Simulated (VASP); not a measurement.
# VASP 6.6.1 run: Ge

INCAR

```
IBRION = -1
SIGMA = 0.6
LCHARG = .FALSE.
ISMEAR = 2
LWAVE = .FALSE.
LREAL = .FALSE.
NSW = 0
ENCUT = 520
LASPH = .TRUE.
ISIF = 2
PREC = Accurate
NBANDS = 21
NELM = 81
GGA = PE
EDIFF = 1E-7
```

KPOINTS

```
KPOINTS created by Atomic Simulation Environment
0
Gamma
8 8 8
0 0 0
```

POSCAR

```
Ge
 1.0000000000000000
     0.0094562450000000    2.8463297571999999    2.8463297571999999
     2.8463297571999999    0.0094562450000000    2.8463297571999999
     2.8463297571999999    2.8463297571999999    0.0094562450000000
 Ge
   2
Cartesian
  0.0011564316346583  0.0011564316346583  0.0011564316346583
  1.4243725082153420  1.4243725082153420  1.4243725082153420
```

The recommended PBE PAW datasets give the neutral cell 28 valence electrons.

Command

```
mpirun -np 1 vasp_std
```

Q: How does this run end, and what does it give?

A: It converged. Results: gap between bands v and c on the k mesh 0.00 eV; least direct gap on the k mesh 0.00 eV; pressure 2.6 GPa. Band v is the last that the valence electrons fill when counted band by band, and c is the next.

OSZICAR

```
N       E                     dE             d eps       ncg     rms          rms(c)
DAV:   1     0.188324613477E+03    0.18832E+03   -0.14568E+04  3053   0.361E+03
DAV:   2     0.181451725474E+02   -0.17018E+03   -0.16470E+03  2740   0.621E+02
DAV:   3    -0.819007594242E+01   -0.26335E+02   -0.26177E+02  3120   0.142E+02
DAV:   4    -0.907888670324E+01   -0.88881E+00   -0.88830E+00  3075   0.307E+01
DAV:   5    -0.909384557501E+01   -0.14959E-01   -0.14959E-01  3075   0.437E+00    0.314E+00
DAV:   6    -0.903774933965E+01    0.56096E-01   -0.20862E-02  3133   0.143E+00    0.187E+00
DAV:   7    -0.900822714529E+01    0.29522E-01   -0.46671E-02  3017   0.195E+00    0.147E-01
DAV:   8    -0.900995711891E+01   -0.17300E-02   -0.60322E-03  3085   0.965E-01    0.428E-02
DAV:   9    -0.901009843077E+01   -0.14131E-03   -0.21883E-04  3135   0.211E-01    0.161E-02
DAV:  10    -0.901012196735E+01   -0.23537E-04   -0.46522E-05  3021   0.761E-02    0.592E-03
DAV:  11    -0.901012371478E+01   -0.17474E-05   -0.66453E-06  3431   0.433E-02    0.167E-03
DAV:  12    -0.901012376565E+01   -0.50872E-07   -0.26394E-07  2789   0.930E-03
   1 F= -.90101238E+01 E0= -.90097243E+01  d E =-.159782E-02
```

One setting is odd (smearing far too wide), but here it hardly changes the result.

On sound settings PBE gives a gap of 0.00 eV on its mesh and a pressure of 2.6 GPa for the intended cell. This run's energy (σ→0) differs from it by 0 meV an atom.
